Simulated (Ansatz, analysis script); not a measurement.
## Free-standing square Re monolayer, spacing 2.603 Å: E(q) by the generalised Bloch theorem

Spirals are solved in the crystal's own cell at each q. What do they say of the order in a free-standing square Re monolayer, spacing 2.603 Å?

Method: PBE, PAW set soft_1, in Ansatz 0.2.0.

Most raw output is cut from this account.

## Step 1: Starting point

The cell holds 1 atom: 1 Re. Its edges and angles: a = 2.603 Å, b = 2.603 Å, c = 14.000 Å, α = 90.0°, β = 90.0°, γ = 90.0°. An idealised lattice of chosen spacing, in vacuum. Vacuum lies along c.

As a file:

```cif
data_structure
_symmetry_space_group_name_H-M 'P 1'
_symmetry_Int_Tables_number 1
_cell_length_a 2.6030
_cell_length_b 2.6030
_cell_length_c 14.0000
_cell_angle_alpha 90.000
_cell_angle_beta 90.000
_cell_angle_gamma 90.000
_cell_volume 94.86
loop_
_atom_site_label
_atom_site_type_symbol
_atom_site_fract_x
_atom_site_fract_y
_atom_site_fract_z
_atom_site_occupancy
Re1 Re 0.00000 0.00000 0.50000 1
```

## Step 2: Starting state

The work starts on two spin channels, which tell the size of the moments.

Contents of input.yaml:

```yaml
crystal:
  lattice:
    - [2.603, 0.0, 0.0]
    - [0.0, 2.603, 0.0]
    - [0.0, 0.0, 14.0]
  atoms:
    - { symbol: Re, position: [0.0, 0.0, 0.5], spin: 1.0 }
magnetization:
  spin_polarized: true
kpoints:
  mp_grid: { grid: [7, 7, 1] }
hamiltonian:
  xc: pbe
  pseudopotentials: { kind: paw, azcp: { folder: soft_1 } }
scf:
  occupations: { method: fermi_dirac, width: 0.1 }
  max_iter: 120
  convergence: { dr2_threshold: 1.0e-08 }
  lower_state_search: "off"
output:
  write_density: true
  write_potential: true
  elf: true
  volumetric_format: npy
```

Launch:

```console
$ ansatz run input.yaml --threads 4 --pin off --max-ram 8192MiB --backend cpu --events-out ev --progress --plain --runs-dir out
```

The job ended after 1.9 s (4 threads of Arm Neoverse N1, shared host; peak memory 0.3 GiB).

Spin moment in the atom's sphere by atom:

```
atom  spin moment in the atom's sphere (μB)
 Re1                                  0.202
```

The run ends ferromagnetic, with a net moment of 0.322 μB a cell. With one Re atom carrying the moment, parallel order of its images is forced by the cell, not found.

Spin density in the ca plane at fractional y = 0.000, with atoms of Re within 0.2 Å of it.

Ten even steps from '0' (0.00 e/Å³) to '9' (0.18 e/Å³), each cell a mean:
```
0000000000000000256223731000000000000000
0000000000000000121120210000000000000000
0000000000000000000010000000000000000000
0000000000000000000000000000000000000000
0000000000000000000000000000000000000000
0000000000000000010020110000000000000000
0000000000000000144122431000000000000000
0000000000000000279326941000000000000000
```
Columns run along c (14.0 Å), rows up along a (2.6 Å). Atoms in or near the plane, at fractional coordinates: Re at (0.50, 0.00).

Valence density in the ca plane at fractional y = 0.000, with atoms of Re within 0.2 Å of it. It is the smooth field of the valence electrons, not physical close to the nuclei.

Ten steps, logarithmic in the rise over the least value, from '0' (0.0 e/Å³) to '9' (6.9 e/Å³), each cell a mean:
```
0000000000000001258999731000000000000000
0000000000000001246887531000000000000000
0000000000000001234665421000000000000000
0000000000000001123444321000000000000000
0000000000000001134554321000000000000000
0000000000000001235787531000000000000000
0000000000000001247998631000000000000000
0000000000000001258999741000000000000000
```
Columns run along c (14.0 Å), rows up along a (2.6 Å). Atoms in or near the plane, at fractional coordinates: Re at (0.50, 0.00).

ELF in the ca plane at fractional y = 0.000, with atoms of Re within 0.2 Å of it. It is the smooth field of the valence electrons, not physical close to the nuclei.

Ten even steps from '0' (0.00) to '9' (0.70), each cell a mean:
```
0000000000000122348989733210000000000000
0000000000000123346998533210000000000000
0000000000000123445565444310000000000000
0000000000000124666555665310000000000000
0000000000000124555555554310000000000000
0000000000000123445887443210000000000000
0000000000000122348999633210000000000000
0000000000000122359869733210000000000000
```
Columns run along c (14.0 Å), rows up along a (2.6 Å). Atoms in or near the plane, at fractional coordinates: Re at (0.50, 0.00).

## Step 3: Denser mesh

Levels at the Fermi energy are partly filled, so moments and energy differences can hang on the k-mesh, and the state is solved again on a denser one.

input.yaml, the sections that differ from step 2:

```yaml
kpoints:
  mp_grid: { grid: [21, 21, 1] }
basis:
  ecutwfc: 420.0
# crystal, magnetization, hamiltonian, scf: as in step 2
# output: removed
```

Elapsed: 6.2 s, on 4 threads; peak memory 0.4 GiB.

Spin moment in the atom's sphere by atom:

```
atom  spin moment in the atom's sphere (μB)
 Re1                                  0.279
```

The run ends ferromagnetic, with a net moment of 0.428 μB a cell, against 0.322 μB on the first mesh.

Each spiral starts from these moments, tilted 90° from the rotation axis z (a flat spiral); sizes are free, while the program holds flat spirals in their plane. Spin–orbit coupling is switched off, so the energy does not depend on how the axis lies in the crystal. The folder named start holds the saved collinear state, from which each run begins.

The runs on spinors take the mesh 20×20×1.

## Step 4: q = (0, 0, 0)

The reference is the same input at q = 0, so that basis and exchange-correlation form match those at other q. Every q is chosen so that q/2 is a mesh vector: every spiral then samples the k-points of q = 0, and much mesh noise cancels.

input.yaml, the sections that differ from step 3:

```yaml
crystal:
  lattice:
    - [2.603, 0.0, 0.0]
    - [0.0, 2.603, 0.0]
    - [0.0, 0.0, 14.0]
  atoms:
    - { symbol: Re, position: [0.0, 0.0, 0.5], spin: 0.28, spin_axis: [1.0, 0.0, 0.0] }
kpoints:
  mp_grid: { grid: [20, 20, 1] }
magnetization:
  noncollinear: true
  spin_spiral: { q: [0.0, 0.0, 0.0] }
checkpoint:
  read: start
# hamiltonian, scf, basis: as in step 3
```

Launch:

```console
$ ansatz run input.yaml --threads 1 --pin off --max-ram 2048MiB --backend cpu --events-out ev --progress --plain --runs-dir out
```

The job ended after 59 s (1 thread; peak memory 0.54 GiB).

The largest moment is 0.240 μB, against 0.279 μB in the collinear run.

## Step 5: q = (0, 0.2, 0)

Only q changes. The cell stays that of the crystal, since the generalised Bloch theorem carries the rotation from cell to cell.

input.yaml: that of step 4 with these lines changed.

```diff
@@ -21,3 +21,3 @@
   noncollinear: true
-  spin_spiral: { q: [0.0, 0.0, 0.0] }
+  spin_spiral: { q: [0.0, 0.2, 0.0] }
 checkpoint:
```

The job ended after 2.1 min (1 thread; peak memory 0.73 GiB).

The energy of the cell lies 1.50 meV below that at q = 0, and the largest moment is 0.318 μB against 0.240 μB.

## Step 6: q = (0, 0.3, 0)

input.yaml: that of step 5 with these lines changed.

```diff
@@ -21,3 +21,3 @@
   noncollinear: true
-  spin_spiral: { q: [0.0, 0.2, 0.0] }
+  spin_spiral: { q: [0.0, 0.3, 0.0] }
 checkpoint:
```

It took 2.3 min on 1 thread; peak memory 0.74 GiB.

The energy of the cell lies 2.96 meV below that at q = 0, and the largest moment is 0.424 μB against 0.240 μB.

## Step 7: q = (0.2, 0.5, 0)

input.yaml: that of step 6 with these lines changed.

```diff
@@ -21,3 +21,3 @@
   noncollinear: true
-  spin_spiral: { q: [0.0, 0.3, 0.0] }
+  spin_spiral: { q: [0.2, 0.5, 0.0] }
 checkpoint:
```

The job ended after 3.6 min (1 thread; peak memory 1.1 GiB).

The energy of the cell lies 41.0 meV below that at q = 0, and the largest moment is 0.748 μB against 0.240 μB.

## Step 8: q = (0.5, 0.5, 0)

input.yaml: that of step 7 with these lines changed.

```diff
@@ -21,3 +21,3 @@
   noncollinear: true
-  spin_spiral: { q: [0.2, 0.5, 0.0] }
+  spin_spiral: { q: [0.5, 0.5, 0.0] }
 checkpoint:
```

Run time: 1.9 min. Hardware: 1 thread; peak memory 0.74 GiB.

The energy of the cell lies 115 meV below that at q = 0, and the largest moment is 0.969 μB against 0.240 μB.

The other 6 runs of this kind were made alike; their results stand in the table below.

## Step 9: The spirals together

```
q (reciprocal lattice)  path length (1/Å)  E(q) − E(0) (meV a magnetic atom)  |m| Re no. 1 (μB)
             (0, 0, 0)              0.000                               0.00               0.24
           (0, 0.2, 0)              0.483                              -1.50               0.32
           (0, 0.3, 0)              0.724                              -2.96               0.42
           (0, 0.5, 0)              1.207                               2.87               0.00
         (0.2, 0.5, 0)              1.690                             -40.95               0.75
         (0.3, 0.5, 0)              1.931                             -69.15               0.80
         (0.5, 0.5, 0)              2.414                            -115.34               0.97
         (0.4, 0.4, 0)              2.755                             -89.44               0.89
         (0.3, 0.3, 0)              3.097                             -39.31               0.67
         (0.2, 0.2, 0)              3.438                              -9.57               0.43
         (0.1, 0.1, 0)              3.779                              -1.56               0.30
             (0, 0, 0)              4.121                               0.00               0.24
```

## Step 10: Summary of results

* lowest point of the path: q = (0.5, 0.5, 0), -115 meV a magnetic atom from q = 0
* highest point: 2.87 meV a magnetic atom

The state at q = (0.5, 0.5, 0) lies 115 meV a magnetic atom below the ferromagnetic start, so that start is not the lowest state; a flat spiral with q made of halves, on one magnetic atom a cell, is a collinear order of a doubled cell. Where the moments vanish, the energy is that of the state without moments, not of a spiral. The moments change by at most 304 % from their size at q = 0, so they are itinerant and a model of rigid spins is rough. No spin model is given, since the moments change too much along the path. The 11 spiral runs took 28 min of wall time, added up. Energies are free energies at a smearing of 0.1 eV, and with partly filled levels differences shift, at times strongly, as the smearing goes to zero. The cell was taken as built, with atoms unrelaxed. In doubt: the program's search for lower states was switched off, so a lower magnetic state than those reached may exist.

[Logs and program files are shortened in this print: banners, set-up blocks, solver, clock and traceback lines can be left out without a mark of their own.]

[Logs are printed without paths, hosts, clocks, repeated set-up lines and the standing remarks that a program may print on its own settings, such as how far it seeks lower states.]

[Hosts, paths, dates, database ids (printed as entryN), source tags and the programs' standing remarks are cut or masked in the printed files.]
